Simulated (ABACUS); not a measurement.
Zr: equation of state with r2SCAN

Zr:

```
Zr
1.0
     3.23200    0.00000    0.00000
    -1.61600    2.79899    0.00000
     0.00000    0.00000    5.14700
Zr
2
Direct
  0.66667 0.33333 0.75000
  0.33333 0.66667 0.25000
```

| Quantity | Value |
| --- | --- |
| Program | ABACUS 3.10.1 |
| Task | equation of state |
| Functional | r2SCAN |
| Potentials or basis | SG15 ONCV 1.2 PBE |
| Cutoff | 1361 eV |
| Density cutoff | 5442 eV |
| Basis | DZP LCAO (the cutoffs set its grid) |
| k mesh | 7 × 7 × 4 |
| Occupations | fermi-dirac, width 0.05 eV |
| Spin | no spin polarisation |
| Orbital files | Zr Zr_confined-atom_8au_3s2p2d1f.orb |
| Radial cutoff of the potentials (pseudo_rcut) | 10 bohr |
| SCF threshold on the density | 1e-07 |
| Max SCF steps | 100 |
| Eigensolver | genelpa |
| Mixing | broyden |
| Mixing share | 0.7 |
| Symmetry key | 1 |
| Bands | 16 |

```yaml
Equilibrium_volume: 23.58 Å³/atom
Bulk_modulus_at_fixed_shape_and_positions: 96 GPa
Pressure_derivative_of_the_bulk_modulus: "3.1 (rough: it moves with the points fitted)"
```

Energy against volume, from the lowest point:
| volume (Å³/atom) | energy (meV/atom) |
| --- | --- |
| 21.884 | 40.29 |
| 22.815 | 7.53 |
| 23.746 | 0.00 |
| 24.678 | 13.93 |

All runs of the series together: 87 s on 4 threads of Intel(R) Xeon(R) 6975P-C (Granite Rapids), with other jobs on the host.

Caveat: the atomic orbitals were generated for these runs and aren't a published set; the cell was scaled at fixed shape and fractional positions, which overstates the stiffness of a crystal with free parameters, most of all of layers and chains; the potentials were made for another functional, which shifts forces and pressure; the basis of atomic orbitals isn't converged, which shifts pressures, moduli and gaps.
